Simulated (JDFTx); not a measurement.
Runs of JDFTx 1.7.0 (patched build) on WC (Qusongite). Symmetry: P-6m2, No. 187, hexagonal system. The conventional cell has a = 2.907 Å, b = 2.907 Å, c = 2.837 Å, α = 90.00°, β = 90.00°, γ = 120.00°. W (site symmetry -6m2) has 6 C at 2.20 Å as nearest neighbours. Around C (site symmetry -6m2) lie 6 W at 2.20 Å. 

```csv
task,level,potentials or basis,cell,k mesh,cutoff (eV),further solve for the empty bands,mesh quality,gap on the mesh (eV),pressure (GPa)
single point,PBEsol,PseudoDojo-SR-PBEsol-0.4.1-standard with smoothed tails,"atoms moved at random, drawn with an rms of 0.05 Å",10 × 10 × 9,1116,yes,not flagged,none,-2.5
single point,LDA,SG15-PBE-1.2 with smoothed tails,as given,5 × 5 × 4,1361,yes,coarse,none,-16.2
single point,r2SCAN,SG15-PBE-1.2 with smoothed tails,as given,5 × 5 × 4,1361,yes,coarse,none,(a)
single point,PBEsol,PseudoDojo-SR-PBEsol-0.4.1-standard with smoothed tails,as given,10 × 10 × 9,1116,yes,not flagged,none,-3.1
```

Alike in all rows: no spin polarisation; smearing fermi-dirac 0.05 eV.

Task: Estimate the missing entries.

Result: (a) -8.2.

Caveats: some runs use coarse meshes; the potentials were made for another functional, which shifts forces and pressure (some runs).

A k mesh can miss the band edges, and the runs leave out spin-orbit coupling on W.

A gap of «none» marks a metal or a gap under the smearing width.

The runs don't all hold the same shells in valence.
